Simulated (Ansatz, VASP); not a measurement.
One calculation of CuAu, two programs

Contents of INCAR:

```
SYSTEM = CuAu
PREC = Accurate
ENCUT = 520
EDIFF = 1E-6
ISMEAR = 0
SIGMA = 0.15
LREAL = .FALSE.
LASPH = .TRUE.
NELM = 80
ALGO = Fast
ISIF = 2
LWAVE = .FALSE.
LCHARG = .FALSE.
GGA = PE
NBANDS = 18
```

Contents of KPOINTS:

```
regular mesh
0
G
  18 18 14
  0 0 0
```

Contents of POSCAR:

```
CuAu
1.0
    2.7124420572      0.0000000000      0.0000000000
    0.0000000000      2.7124420572      0.0000000000
    0.0000000000      0.0000000000      3.9107602089
Cu Au
1 1
Direct
    0.5000000000      0.5000000000      0.5000000000
    0.0000000000      0.0000000000      0.0000000000
```

Input for Ansatz:

```yaml
crystal:
  lattice:
    - [2.7124420572, 0.0, 0.0]
    - [0.0, 2.7124420572, 0.0]
    - [0.0, 0.0, 3.9107602089]
  atoms:
    - { symbol: Cu, position: [0.5, 0.5, 0.5] }
    - { symbol: Au, position: [0.0, 0.0, 0.0] }
basis:
  ecutwfc: 420
kpoints:
  mp_grid: { grid: [18, 18, 14] }
hamiltonian:
  xc: pbe
scf:
  occupations: { method: gaussian, width: 0.15 }
output:
  forces: true
  stress: true
  eigenvalues: true
```

Alike in both runs: task single point; functional PBE; k mesh 18 × 18 × 14; occupations gaussian, width 0.15 eV; no spin polarisation.

|  | VASP | Ansatz |
| --- | --- | --- |
| version | VASP 6.6.1 | Ansatz 0.2.0 |
| potentials or method | VASP PAW PBE potentials, release 64 (Cu, Au) | scalar-relativistic, plane waves, PAW |
| plane-wave cutoff (eV) | 520 | 420 |
| valence electrons in the cell | 22 | 38 |

Ansatz gave:

| Item | Value |
| --- | --- |
| gap on the k mesh at the Fermi level (eV) | none |
| pressure (GPa) | 7.8 |
| largest component of the traceless stress (GPa) | 5.06 |

Which values does VASP return?

gap on the k mesh at the Fermi level (eV): none; pressure (GPa): 7.8; largest component of the traceless stress (GPa): 4.95.

A gap of «none» marks a metal or a gap that the smearing closes. The two sets of potentials don't hold the same shells in valence.

Spin-orbit coupling is left out, which matters for the levels of Au.
